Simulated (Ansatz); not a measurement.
A relaxation computed with Ansatz, from input to last step.

```yaml
crystal:
  lattice:
    - [4.5800952577, 0.0, 0.0]
    - [0.0, 4.5800952577, 0.0]
    - [0.0, 0.0, 3.0380731588]
  atoms:
    - { symbol: Ti, position: [0.5, 0.5, 0.0] }
    - { symbol: Ti, position: [0.0, 0.0, 0.5] }
    - { symbol: O, position: [0.6948338994, 0.6948338994, 0.5] }
    - { symbol: O, position: [0.8051661006, 0.1948338994, 0.0] }
    - { symbol: O, position: [0.1948338994, 0.8051661006, 0.0] }
    - { symbol: O, position: [0.3051661006, 0.3051661006, 0.5] }
basis:
  ecutwfc: 500
kpoints:
  mp_grid: { grid: [6, 6, 8] }
hamiltonian:
  xc: r2scan
  hubbard: { sites: [{ species: Ti, l: d, u_eff: 4.0 }] }
scf:
  occupations: { method: gaussian, width: 0.02 }
output:
  forces: true
  stress: true
  eigenvalues: true
relax:
  adjacent_minimum: "off"
  f_tol: 0.008
  max_steps: 40
  cell: { stress_tol: 0.015, fix: [c, angles] }
```

```bash
ansatz run input.yaml --threads 1 --pin off --max-ram 2560MiB --backend cpu --events-out ev --progress --plain --runs-dir out
```

Theory: DFT r2SCAN+U, scalar-relativistic, plane waves, PAW in Ansatz 0.2.0.

Of 5 frames 4 are shown, positions in Å and forces in eV/Å; the SCF threshold varies from step to step. Steps run on the plane waves of an earlier cell, with a Pulay correction in the pressure. The basis is chosen afresh for the last frame, the zero of the energies, and at times for earlier ones too; energy and pressure step there, also at an unchanged geometry.

```xyz
6
Lattice="4.5801 0.0000 0.0000 0.0000 4.5801 0.0000 0.0000 0.0000 3.0381" Properties=species:S:1:pos:R:3:forces:R:3 pbc="T T T" step=1 free_energy_over_end_meV_per_atom=0.08 pressure_GPa=-2.47
Ti    2.2900    2.2900    0.0000    0.0000    0.0000    0.0000
Ti    0.0000    0.0000    1.5190    0.0000    0.0000    0.0000
O     3.1824    3.1824    1.5190   -0.0332   -0.0332    0.0000
O     3.6877    0.8924    0.0000    0.0332   -0.0332    0.0000
O     0.8924    3.6877    0.0000   -0.0332    0.0332    0.0000
O     1.3977    1.3977    1.5190    0.0332    0.0332    0.0000
6
Lattice="4.5752 0.0000 0.0000 0.0000 4.5752 0.0000 0.0000 0.0000 3.0381" Properties=species:S:1:pos:R:3:forces:R:3 pbc="T T T" step=2 free_energy_over_end_meV_per_atom=-0.01 pressure_GPa=-1.95
Ti    2.2876    2.2876    0.0000    0.0000    0.0000    0.0000
Ti    0.0000    0.0000    1.5190    0.0000    0.0000    0.0000
O     3.1780    3.1780    1.5190   -0.0080   -0.0080    0.0000
O     3.6847    0.8904    0.0000    0.0080   -0.0080    0.0000
O     0.8904    3.6847    0.0000   -0.0080    0.0080    0.0000
O     1.3971    1.3971    1.5190    0.0080    0.0080    0.0000
6
Lattice="4.5746 0.0000 0.0000 0.0000 4.5746 0.0000 0.0000 0.0000 3.0381" Properties=species:S:1:pos:R:3:forces:R:3 pbc="T T T" step=3 free_energy_over_end_meV_per_atom=-0.01 pressure_GPa=-1.88
Ti    2.2873    2.2873    0.0000    0.0000    0.0000    0.0000
Ti    0.0000    0.0000    1.5190    0.0000    0.0000    0.0000
O     3.1774    3.1774    1.5190   -0.0021   -0.0021    0.0000
O     3.6845    0.8901    0.0000    0.0021   -0.0021    0.0000
O     0.8901    3.6845    0.0000   -0.0021    0.0021    0.0000
O     1.3972    1.3972    1.5190    0.0021    0.0021    0.0000
6
Lattice="4.5748 0.0000 0.0000 0.0000 4.5748 0.0000 0.0000 0.0000 3.0381" Properties=species:S:1:pos:R:3:forces:R:3 pbc="T T T" step=5 free_energy_over_end_meV_per_atom=0.00 pressure_GPa=-1.89
Ti    2.2874    2.2874    0.0000    0.0000    0.0000    0.0000
Ti    0.0000    0.0000    1.5190    0.0000    0.0000    0.0000
O     3.1774    3.1774    1.5190   -0.0001   -0.0001    0.0000
O     3.6848    0.8900    0.0000    0.0001   -0.0001    0.0000
O     0.8900    3.6848    0.0000   -0.0001    0.0001    0.0000
O     1.3974    1.3974    1.5190    0.0001    0.0001    0.0000
```

Time: 84 s on 1 thread of Intel(R) Xeon(R) Platinum 8259CL CPU @ 2.50GHz (Skylake/Cascade Lake) (shared host), peak memory 0.69 GiB.